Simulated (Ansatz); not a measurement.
# TaN: the cost of one run

Method: DFT r2SCAN, scalar-relativistic, plane waves, PAW, in Ansatz 0.2.0.

1 further run of the same task is left out (set aside as unsound or not needed). Runs told in other sessions of the task aren't counted.

### Step 1. The system as given

Symmetry: P6/mmm, No. 191, hexagonal system. Conventional cell: a = 5.239 Å, b = 5.239 Å, c = 2.905 Å, α = 90.00°, β = 90.00°, γ = 120.00°. Ta (site symmetry 6/mmm) is surrounded by 6 N at 2.62 Å and 2 Ta at 2.90 Å. Around Ta (site symmetry -6m2) lie 6 N at 2.10 Å. N (site symmetry mmm) has 6 Ta at 2.10 to 2.62 Å in its first shell of neighbours.

Structure file:

```cif
data_structure
_symmetry_space_group_name_H-M 'P6/mmm'
_symmetry_Int_Tables_number 191
_cell_length_a 5.2393
_cell_length_b 5.2393
_cell_length_c 2.9048
_cell_angle_alpha 90.000
_cell_angle_beta 90.000
_cell_angle_gamma 120.000
_cell_volume 69.05
loop_
_atom_site_label
_atom_site_type_symbol
_atom_site_symmetry_multiplicity
_atom_site_Wyckoff_symbol
_atom_site_fract_x
_atom_site_fract_y
_atom_site_fract_z
_atom_site_occupancy
Ta1 Ta 1 a 0.00000 0.00000 0.00000 1
Ta2 Ta 2 d 0.33333 0.66667 0.50000 1
N1 N 3 f 0.50000 0.00000 0.00000 1
```

This cell was relaxed beforehand with the same method: volume 11.51 Å³/atom, gap on the mesh none (metal).

### Step 2. The reference cell

The reference gives a free energy of -30992.6736 eV, pressure 0.00 GPa, largest force 0.000 eV/Å and gap on the mesh none (metal). It was computed beforehand with the settings of the runs below.

### Step 3. Next: a two-dimensional strain map

The cell is strained by p along both x and y and by q along z, with fractional coordinates fixed.

### Step 4. Point p = -0.080, q = -0.080

Contents of input.yaml:

```yaml
crystal:
  lattice:
    - [4.8201415119, 0.0, 0.0]
    - [-2.410070756, 4.1743649992, 0.0]
    - [0.0, 0.0, 2.6723949174]
  atoms:
    - { symbol: Ta, position: [0.0, 0.0, 0.0] }
    - { symbol: Ta, position: [0.3333333333, 0.6666666667, 0.5] }
    - { symbol: Ta, position: [0.6666666667, 0.3333333333, 0.5] }
    - { symbol: "N", position: [0.5, 0.0, 0.0] }
    - { symbol: "N", position: [0.5, 0.5, 0.0] }
    - { symbol: "N", position: [0.0, 0.5, 0.0] }
basis:
  ecutwfc: 500
kpoints:
  mp_grid: { grid: [12, 12, 16] }
hamiltonian:
  xc: r2scan
scf:
  occupations: { method: gaussian, width: 0.15 }
output:
  forces: true
  stress: true
  eigenvalues: true
```

Started as:

```bash
ansatz run input.yaml --threads 2 --pin off --max-ram 5120MiB --backend cpu --events-out ev --progress --plain --runs-dir out
```

**Question.** How long does this run take on 2 threads of Intel Xeon at 2.50GHz (Skylake/Cascade Lake), shared host, and how much memory does it need?

About 41 s, with a peak of 0.67 GiB.
